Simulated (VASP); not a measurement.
**InP: relaxation of cell and atoms with PBEsol**

InP:

```xyz
2
Lattice="0.0000 2.9520 2.9520 2.9520 0.0000 2.9520 2.9520 2.9520 0.0000" Properties=species:S:1:pos:R:3 pbc="T T T"
In    0.0000    0.0000    0.0000
P     4.4280    4.4280    4.4280
```

The cell is a database's computed one.

```yaml
Program: VASP 6.6.1
Task: relaxation of cell and atoms
Functional: PBEsol
Potentials_or_basis: VASP PAW PBE potentials, release 64 (In_d, P)
Cutoff: 600 eV
k_mesh: 10 × 10 × 10
Occupations: gaussian, width 0.02 eV
Spin: no spin polarisation
Further_INCAR_settings: ALGO = Normal; EDIFF = 1e-07; IBRION = 2; EDIFFG = -0.005; NSW = 90; ISIF = 3
```

- Relaxed volume: 25.40 Å³/atom
- Relaxed cell: a = 4.157 Å, b = 4.157 Å, c = 4.157 Å, α = 60.00°, β = 60.00°, γ = 60.00°
- Space group after relaxing (to 0.05 Å): F-43m (No. 216)
- Energy gained by relaxing: 0.8 meV/atom
- Ionic steps: 3
- Pressure after relaxing: 0.0 GPa
- Band gap on the k mesh: 0.57 eV, direct

Step by step:
| step | energy change (eV) | largest force (eV/Å) | pressure (GPa) | volume (Å³) |
| --- | --- | --- | --- | --- |
| 1 | 0.0000 | 0.0000 | -0.83 | 51.45 |
| 2 | -0.0012 | 0.0000 | 0.46 | 50.46 |
| 3 | -0.0017 | 0.0000 | 0.00 | 50.80 |

Final structure:
```
In P
1.0
     0.00000    2.93954    2.93954
     2.93954    0.00000    2.93954
     2.93954    2.93954    0.00000
In P
1 1
Direct
  0.00000 0.00000 0.00000
  0.75000 0.75000 0.75000
```

Levels at points of the mesh, in eV from the valence-band top:
```csv
k point,band 7,band 8,band 9,band 10,band 11,band 12
"(0.00, 0.00, 0.00)",0.00,0.00,0.00,0.57,4.02,4.02
"(0.50, 0.00, 0.00)",-5.75,-0.97,-0.97,1.38,4.74,4.74
"(0.50, 0.50, 0.00)",-5.78,-2.32,-2.32,1.65,2.17,9.04
```

It took 57 s on 1 thread of Intel(R) Xeon(R) 6975P-C (Granite Rapids), with other jobs on the host, peak memory 0.23 GiB.

Caveat: the PAW data sets were made with another functional, which shifts forces and pressure a little; spin-orbit coupling is left out, which moves the levels of the heavy elements. As with any semilocal functional, this PBEsol gap is likely too small.
